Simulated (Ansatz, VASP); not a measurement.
## Ir: VASP beside Ansatz

Contents of INCAR:

```
ALGO = Normal
EDIFF = 1E-8
ENCUT = 520
GGA = PS
ISIF = 2
ISMEAR = -1
LASPH = T
LCHARG = F
LEFG = T
LREAL = F
LWAVE = F
NBANDS = 10
NELM = 80
PREC = Accurate
SIGMA = 0.05
```

KPOINTS

```
k-points
0
Gamma
  18 18 18
```

The input POSCAR:

```
Ir
1.0
    0.0000000000      1.9260777877      1.9260777877
    1.9260777877      0.0000000000      1.9260777877
    1.9260777877      1.9260777877      0.0000000000
Ir
1
Direct
    0.0000000000      0.0000000000      0.0000000000
```

Input for Ansatz:

```yaml
crystal:
  lattice:
    - [0.0, 1.9260777877, 1.9260777877]
    - [1.9260777877, 0.0, 1.9260777877]
    - [1.9260777877, 1.9260777877, 0.0]
  atoms:
    - { symbol: Ir, position: [0.0, 0.0, 0.0] }
kpoints:
  mp_grid: { grid: [18, 18, 18] }
scf:
  occupations: { method: fermi_dirac, width: 0.05 }
hamiltonian:
  xc: pbesol
  pseudopotentials: { kind: all_electron, datasets: crystal }
output:
  forces: true
  stress: true
  eigenvalues: true
  efg: { contact_densities: true }
```

Change from the starting cell: volume scaled by 1.01, crystal datasets.

Alike in both runs: task electric field gradients; functional PBEsol; k mesh 18 × 18 × 18; occupations fermi-dirac, width 0.05 eV; no spin polarisation.

|  | VASP | Ansatz |
| --- | --- | --- |
| version | VASP 6.6.1 | Ansatz 0.2.0 |
| potentials or method | VASP PAW PBE potentials, release 64 (Ir) | all-electron PAW with datasets made for the crystal, scalar-relativistic |
| plane-wave cutoff (eV) | 520 | see its input |

Ansatz gave:

| Quantity | Value |
| --- | --- |
| pressure (GPa) | -6.3 |
| Vzz of the field gradient on the site that differs most (V/Å²) | 0.0 |

Task: Estimate VASP's values.

Result: Pressure (GPa): -5.4; Vzz of the field gradient on the site that differs most (V/Å²): 0.0.

Ansatz ran all-electron here, so the differences hold the error of VASP's frozen core and of both bases. Ansatz warned: «gradients_without_spin_orbit».

Caveats: the PAW data sets were made with another functional, which shifts forces and pressure a little (VASP). Spin-orbit coupling is left out, which matters for the levels of Ir.
